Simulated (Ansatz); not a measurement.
A run of Ansatz 0.2.0 is set up as follows.

Contents of input.yaml:

```yaml
crystal:
  lattice:
    - [3.811, 0.0, 0.0]
    - [-1.9055, 3.3004228138, 0.0]
    - [0.0, 0.0, 6.136]
  atoms:
    - { symbol: Sn, position: [0.0, 0.0, 0.0] }
    - { symbol: Se, position: [0.6666666667, 0.3333333333, 0.751] }
    - { symbol: Se, position: [0.3333333333, 0.6666666667, 0.249] }
hamiltonian:
  xc: r2scan
  pseudopotentials: { kind: paw }
kpoints:
  mp_grid: { grid: [8, 8, 5] }
  band_path:
    path:
      - [[0.0, 0.0, 0.0], [0.5, 0.0, 0.0], [0.3333333333, 0.3333333333, 0.0], [0.0, 0.0, 0.0], [0.0, 0.0, 0.5], [0.5, 0.0, 0.5], [0.3333333333, 0.3333333333, 0.5], [0.0, 0.0, 0.5]]
      - [[0.5, 0.0, 0.5], [0.5, 0.0, 0.0]]
      - [[0.3333333333, 0.3333333333, 0.0], [0.3333333333, 0.3333333333, 0.5]]
    npoints: 14
scf:
  occupations: { method: fermi_dirac, width: 0.05 }
  n_extra_bands: 7
output:
  forces: true
  stress: true
  eigenvalues: true
  fatbands: false
```

Potentials or basis: Ansatz PAW.

Command:

```sh
$ ansatz run input.yaml --threads 2 --pin off --max-ram 5632MiB --backend cpu --events-out ev --progress --plain --runs-dir out
```

(1) Predict the band gap on the k mesh.

(2) Estimate the pressure.

(3) Estimate the band gap along the path.

(4) Estimate the largest force.

## Answers

(1) 1.10 eV, indirect (least direct gap 1.54 eV).

(2) 3.6 GPa.

(3) 1.03 eV, indirect (least direct gap 1.54 eV).

(4) 0.517 eV/Å.

Caveat: the k mesh misses the band edges, so the gap on the mesh is wider than the one along the path; spin-orbit coupling is left out, which moves the levels of the heavy elements; the PAW data sets come from PBE, with cores solved anew for the run's functional, which leaves a small shift of forces and pressure.
